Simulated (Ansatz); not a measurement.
## Phonon spectrum of Mg5ZnO6

All numbers below come from Ansatz, DFT PBE, scalar-relativistic, plane waves, PAW. Settings: 420 eV plane-wave cutoff, Γ-centred 8×8×2 mesh, fixed occupations. No spin polarisation. Phonons by linear response, acoustic sum rule imposed.

The cell, relaxed at this level:
```
Mg Zn O
1.0
     3.01849    0.00000    0.00000
     0.00000    3.01849    0.00000
     0.00000    0.00000   12.79973
Mg Zn O
5 1 6
Direct
  0.00000 0.00000 0.66558
  0.50000 0.50000 0.50000
  0.00000 0.00000 0.33442
  0.50000 0.50000 0.16677
  0.50000 0.50000 0.83323
  0.00000 0.00000 0.00000
  0.00000 0.00000 0.50000
  0.50000 0.50000 0.33402
  0.00000 0.00000 0.16906
  0.50000 0.50000 0.00000
  0.00000 0.00000 0.83094
  0.50000 0.50000 0.66598
```

The structure comes from a generated guess, relaxed at this level; another structure or a mixture of phases may lie lower. The q mesh is coarse, so values between its points are rough.

Force constants from linear response on a 2×2×1 q mesh.

Path: Γ–X–M–Γ–Z–R–A–Z | X–R | M–A. Only the points of the 2×2×1 mesh were computed; the rest is interpolation, which is rough on so few points. On the mesh no mode is imaginary. Distance along the path (Å⁻¹), then the branches (cm⁻¹, negative for imaginary; the LO field is included):
```
0.000  0 0 0 117 118 145 145 176 199 201 213 242 242 268 268 286 319 337 358 359 360 364 364 384 385 387 392 392 406 406 486 532 549 610 630 642
0.260  58 81 109 124 143 143 155 203 208 217 244 253 258 268 293 308 311 331 350 356 360 365 367 378 382 385 386 392 399 416 488 530 547 614 625 639
0.520  104 129 152 158 182 183 214 218 240 249 253 267 291 309 313 314 346 348 349 352 360 360 368 368 372 378 379 407 413 445 477 527 540 608 612 628
0.781  129 144 192 197 217 229 241 250 252 254 261 269 304 316 321 333 335 341 343 345 354 354 362 366 390 410 414 452 459 472 495 521 529 578 591 602
1.041  139 148 205 226 242 244 246 247 252 256 260 291 296 317 323 324 324 334 338 340 345 350 350 388 416 425 431 458 478 488 527 544 550 553 558 560
1.301  144 147 194 244 248 250 261 264 264 269 286 290 292 323 325 344 344 349 355 356 358 360 360 390 415 423 424 447 467 476 520 530 538 543 546 549
1.561  148 156 184 250 262 266 278 282 286 302 303 304 322 347 347 365 372 372 377 393 396 398 402 403 410 413 415 420 435 441 499 502 511 519 523 525
1.821  152 166 175 262 275 281 282 284 300 317 325 331 336 373 378 380 385 388 392 393 395 395 401 402 411 418 422 433 433 434 478 485 492 497 512 513
2.082  154 171 171 262 289 289 294 300 309 318 320 320 349 349 372 372 388 388 389 397 397 398 410 414 415 427 427 428 434 434 477 477 491 491 514 514
2.450  149 166 174 252 271 272 275 279 291 310 332 340 365 366 366 371 380 381 382 384 385 396 398 403 405 412 420 424 457 457 458 470 494 500 514 529
2.817  137 144 169 218 224 228 231 264 278 297 301 310 324 336 344 349 351 352 355 357 358 377 390 393 395 400 403 418 428 451 456 497 506 559 572 582
3.186  92 105 127 146 151 165 189 205 220 233 255 270 277 286 299 315 317 328 340 359 362 370 373 374 377 389 393 401 402 417 484 526 542 610 614 628
3.554  0 0 0 117 118 145 145 176 199 201 213 242 242 268 268 286 319 337 358 359 360 364 364 384 385 387 392 392 406 406 486 532 549 610 630 642
3.584  9 9 13 116 116 146 146 177 199 199 215 242 242 268 268 296 319 319 359 359 360 365 365 384 384 388 393 393 406 406 481 531 549 601 630 667
3.646  27 27 39 107 107 150 150 160 200 200 228 241 241 268 268 296 319 319 355 358 358 366 366 382 382 390 394 394 406 406 481 530 552 597 632 666
3.707  45 45 64 94 94 139 154 154 201 201 239 240 240 269 269 297 319 319 349 357 357 369 369 380 380 393 396 396 406 406 480 529 556 593 634 666
3.768  62 62 80 80 89 117 156 156 201 201 239 239 246 269 269 298 319 319 345 356 356 371 371 378 378 395 397 397 405 405 480 528 560 589 636 666
3.929  71 71 76 82 119 125 158 166 201 202 239 243 251 269 276 303 317 320 342 356 360 367 370 375 376 392 395 401 403 407 482 527 563 589 638 658
4.189  94 110 120 122 171 174 192 212 225 228 242 269 269 280 302 324 330 343 350 350 355 360 362 365 377 381 390 392 412 416 486 516 572 586 636 636
4.449  119 138 174 176 196 217 222 229 246 267 274 279 283 306 318 332 338 341 343 347 357 359 361 366 385 402 416 418 434 438 492 504 567 570 610 618
4.710  136 147 203 222 222 246 246 254 256 256 262 276 280 312 326 328 329 337 338 340 344 366 381 390 398 401 434 435 479 487 524 533 543 544 574 584
4.970  140 148 201 235 243 244 251 254 264 268 269 272 274 313 329 330 331 340 341 342 344 377 382 390 397 416 422 439 481 500 529 534 542 553 556 558
5.230  147 149 189 248 255 258 268 280 282 285 287 289 314 330 332 349 361 362 370 376 378 391 391 399 402 404 411 425 460 471 513 514 521 532 536 538
5.490  149 162 179 251 270 272 278 298 302 302 316 319 326 360 370 373 382 385 389 390 394 401 406 411 413 419 420 421 426 430 483 490 500 507 515 517
5.750  154 170 172 263 287 288 289 294 300 309 322 332 346 364 372 377 384 387 390 395 396 399 408 409 415 416 416 426 451 458 460 466 496 497 512 512
6.064  153 170 172 260 283 286 288 292 300 309 316 344 348 367 370 379 383 386 390 390 396 398 404 406 412 416 421 428 449 456 464 468 492 501 508 516
6.432  144 158 174 242 247 255 257 261 288 317 330 339 340 351 352 360 370 371 372 374 382 386 388 398 400 400 417 425 444 457 459 472 509 511 543 554
6.800  126 126 152 183 183 198 226 240 254 271 272 274 302 316 319 329 338 340 346 354 360 376 377 378 389 390 395 396 418 430 473 500 558 566 605 610
7.168  74 78 79 95 133 134 166 170 195 212 239 248 254 275 278 308 317 321 340 359 360 360 369 373 380 388 399 400 403 408 483 525 565 588 637 653
7.352  139 148 205 226 242 244 246 247 252 256 260 291 296 317 323 324 324 334 338 340 345 350 350 388 416 425 431 458 478 488 527 544 550 553 558 560
7.414  139 148 206 226 242 243 247 247 253 257 260 289 292 315 323 324 328 334 338 339 340 354 357 389 414 424 430 455 479 491 528 543 549 554 558 561
7.475  139 148 206 227 242 242 247 248 256 260 260 284 284 313 323 324 332 334 336 338 340 362 366 390 409 422 428 449 481 496 529 540 547 554 558 561
7.536  139 148 206 227 241 242 248 249 259 261 264 276 278 311 322 325 329 334 338 339 340 371 376 390 401 419 425 443 483 501 531 538 545 555 559 561
7.598  139 148 206 227 241 242 248 250 259 266 269 270 273 310 322 325 328 334 338 339 342 376 381 389 397 417 424 441 484 503 531 536 545 556 559 561
7.628  154 171 171 262 289 289 294 299 310 318 320 320 349 349 372 372 388 388 389 397 397 398 410 414 415 426 426 428 435 435 477 477 491 491 514 514
7.690  154 171 171 263 289 289 293 294 313 318 319 319 349 349 372 372 388 388 389 397 397 399 410 414 415 421 421 428 441 441 473 473 493 493 514 514
7.751  154 171 171 265 289 289 290 293 316 318 319 319 350 350 372 372 388 388 389 398 398 400 409 414 415 417 417 428 447 447 468 468 496 496 513 513
7.813  155 171 171 267 286 289 289 293 318 318 319 319 350 350 372 372 388 388 389 399 399 400 408 414 415 415 415 428 453 453 463 463 497 497 513 513
```
